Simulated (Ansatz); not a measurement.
The system is SnO2.

```
Sn O
1.0
     5.17526    0.00000    0.00000
     0.00000    5.17526    0.00000
     0.00000    0.00000    5.17526
Sn O
4 8
Cartesian
  0.0000 0.0000 0.0000
  2.5876 0.0000 2.5876
  2.5876 2.5876 0.0000
  0.0000 2.5876 2.5876
  3.4214 4.3415 0.8337
  4.3415 0.8337 3.4214
  0.8337 3.4214 4.3415
  1.7539 1.7539 1.7539
  3.4214 3.4214 3.4214
  4.3415 1.7539 0.8337
  0.8337 4.3415 1.7539
  1.7539 0.8337 4.3415
```

Measurements of this composition are mostly on another form, of space group No. 136.

- Program: Ansatz 0.2.0
- Task: relaxation of cell and atoms
- Functional: BLYP
- Potentials or basis: Ansatz PAW
- Cutoff: 420 eV (not typed: the program's choice for these potentials)
- k mesh: 5 × 5 × 5
- Occupations: fermi-dirac, width 0.05 eV
- Spin: no spin polarisation

At the start: volume 11.55 Å³/atom.

Question: Where does the relaxation end?

Answer: It ends after 6 steps and the volume is 11.89 Å³/atom (+2.9 %); space group Pa-3 (No. 205, to 0.05 Å).

Step by step:
| step | energy change (eV) | largest force (eV/Å) | volume (Å³) |
| --- | --- | --- | --- |
| 1 | 0.0000 | 0.0370 | 138.61 |
| 2 | -0.0385 | 0.0014 | 142.50 |
| 3 | -0.0388 | 0.0000 | 142.45 |
| 4 | -0.0665 | 0.0005 | 142.45 |
| 5 | -0.0653 | 0.0001 | 142.66 |
| 6 | -0.0662 | 0.0000 | 142.66 |

Final structure:
```
Sn O
1.0
     5.22518    0.00000    0.00000
     0.00000    5.22518    0.00000
     0.00000    0.00000    5.22518
Sn O
4 8
Cartesian
  0.0000 0.0000 0.0000
  2.6126 0.0000 2.6126
  2.6126 2.6126 0.0000
  0.0000 2.6126 2.6126
  3.4523 4.3855 0.8397
  4.3855 0.8397 3.4523
  0.8397 3.4523 4.3855
  1.7729 1.7729 1.7729
  3.4523 3.4523 3.4523
  4.3855 1.7729 0.8397
  0.8397 4.3855 1.7729
  1.7729 0.8397 4.3855
```

Caveat: the plane-wave basis is chosen anew once the cell has moved, so the energies of steps on either side of that aren't comparable; the pressure holds a Pulay correction of +1.0 GPa for the finite cutoff; the PAW data sets come from PBE, with cores solved anew for the run's functional, which leaves a small shift of forces and pressure.
